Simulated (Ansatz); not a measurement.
A relaxation computed with Ansatz, from input to last step.

```yaml
crystal:
  lattice:
    - [2.5894604347, -4.4850770372, 0.0]
    - [-5.1789208695, 0.0, 0.0]
    - [0.0, 0.0, -5.791994546]
  atoms:
    - { symbol: Ta, position: [0.3333333333, 0.6666666667, 0.25] }
    - { symbol: Ta, position: [0.3333333333, 0.6666666667, 0.75] }
    - { symbol: Ta, position: [0.6666666667, 0.3333333333, 0.25] }
    - { symbol: Ta, position: [0.6666666667, 0.3333333333, 0.75] }
    - { symbol: Ta, position: [0.0, 1.0, 0.5] }
    - { symbol: Ta, position: [0.0, 1.0, 0.0] }
    - { symbol: "N", position: [0.0, 0.6066290588, 0.5] }
    - { symbol: "N", position: [0.0, 0.6066290588, 0.0] }
    - { symbol: "N", position: [0.3933709412, 0.3933709412, 0.5] }
    - { symbol: "N", position: [0.3933709412, 0.3933709412, 0.0] }
    - { symbol: "N", position: [0.6066290588, 0.0, 0.5] }
    - { symbol: "N", position: [0.6066290588, 0.0, 0.0] }
basis:
  ecutwfc: 420
kpoints:
  mp_grid: { grid: [6, 6, 6] }
hamiltonian:
  xc: pbesol
scf:
  occupations: { method: gaussian, width: 0.1 }
output:
  forces: true
  stress: true
  eigenvalues: true
relax:
  adjacent_minimum: "off"
  f_tol: 0.015
  max_steps: 60
  cell: { stress_tol: 0.15 }
```

```bash
ansatz run input.yaml --threads 2 --pin off --max-ram 5120MiB --backend cpu --events-out ev --progress --plain --runs-dir out
```

The calculation used DFT PBEsol, scalar-relativistic, plane waves, PAW (Ansatz).

Of 4 frames 3 are shown, positions in Å and forces in eV/Å; the SCF threshold varies from step to step. Steps run on the plane waves of an earlier cell, with a Pulay correction in the pressure. The basis is chosen afresh for the last frame, the zero of the energies, and at times for earlier ones too; energy and pressure step there, also at an unchanged geometry. The mark taken_back stands on steps that the optimiser undid.

```xyz
12
Lattice="2.5895 -4.4851 0.0000 -5.1789 0.0000 0.0000 0.0000 0.0000 -5.7920" Properties=species:S:1:pos:R:3:forces:R:3 pbc="T T T" step=1 free_energy_over_end_meV_per_atom=0.01 pressure_GPa=-0.03
Ta   -2.5895   -1.4950   -1.4480    0.0000    0.0000    0.0000
Ta   -2.5895   -1.4950   -4.3440    0.0000    0.0000    0.0000
Ta    0.0000   -2.9901   -1.4480    0.0000    0.0000    0.0000
Ta    0.0000   -2.9901   -4.3440    0.0000    0.0000    0.0000
Ta   -5.1789    0.0000   -2.8960    0.0000    0.0000    0.0000
Ta   -5.1789    0.0000    0.0000    0.0000    0.0000    0.0000
N    -3.1417    0.0000   -2.8960    0.0004    0.0000    0.0000
N    -3.1417    0.0000    0.0000    0.0004    0.0000    0.0000
N    -1.0186   -1.7643   -2.8960   -0.0002   -0.0003    0.0000
N    -1.0186   -1.7643    0.0000   -0.0002   -0.0003    0.0000
N     1.5708   -2.7208   -2.8960   -0.0002    0.0003    0.0000
N     1.5708   -2.7208    0.0000   -0.0002    0.0003    0.0000
12
Lattice="2.5917 -4.4890 0.0000 -5.1834 0.0000 0.0000 0.0000 0.0000 -5.7823" Properties=species:S:1:pos:R:3:forces:R:3 pbc="T T T" step=2 free_energy_over_end_meV_per_atom=0.04 pressure_GPa=0.02 taken_back
Ta   -2.5917   -1.4963   -1.4456    0.0000    0.0000    0.0000
Ta   -2.5917   -1.4963   -4.3367    0.0000    0.0000    0.0000
Ta    0.0000   -2.9927   -1.4456    0.0000    0.0000    0.0000
Ta    0.0000   -2.9927   -4.3367    0.0000    0.0000    0.0000
Ta   -5.1834    0.0000   -2.8911    0.0000    0.0000    0.0000
Ta   -5.1834    0.0000    0.0000    0.0000    0.0000    0.0000
N    -3.1458    0.0000   -2.8911    0.0128    0.0000    0.0000
N    -3.1458    0.0000    0.0000    0.0128    0.0000    0.0000
N    -1.0188   -1.7647   -2.8911   -0.0064   -0.0111    0.0000
N    -1.0188   -1.7647    0.0000   -0.0064   -0.0111    0.0000
N     1.5729   -2.7243   -2.8911   -0.0064    0.0111    0.0000
N     1.5729   -2.7243    0.0000   -0.0064    0.0111    0.0000
12
Lattice="2.5902 -4.4864 0.0000 -5.1805 0.0000 0.0000 0.0000 0.0000 -5.7885" Properties=species:S:1:pos:R:3:forces:R:3 pbc="T T T" step=4 free_energy_over_end_meV_per_atom=0.00 pressure_GPa=0.00
Ta   -2.5902   -1.4955   -1.4471    0.0000    0.0000    0.0000
Ta   -2.5902   -1.4955   -4.3413    0.0000    0.0000    0.0000
Ta    0.0000   -2.9909   -1.4471    0.0000    0.0000    0.0000
Ta    0.0000   -2.9909   -4.3413    0.0000    0.0000    0.0000
Ta   -5.1805    0.0000   -2.8942    0.0000    0.0000    0.0000
Ta   -5.1805    0.0000    0.0000    0.0000    0.0000    0.0000
N    -3.1430    0.0000   -2.8942    0.0031    0.0000    0.0000
N    -3.1430    0.0000    0.0000    0.0031    0.0000    0.0000
N    -1.0187   -1.7645   -2.8942   -0.0016   -0.0027    0.0000
N    -1.0187   -1.7645    0.0000   -0.0016   -0.0027    0.0000
N     1.5715   -2.7219   -2.8942   -0.0016    0.0027    0.0000
N     1.5715   -2.7219    0.0000   -0.0016    0.0027    0.0000
```

Time: 49 s on 2 threads of Intel(R) Xeon(R) Platinum 8259CL CPU @ 2.50GHz (Skylake/Cascade Lake) (shared host), peak memory 0.58 GiB.

Spin–orbit coupling is left out, which can shift energies with elements as heavy as these.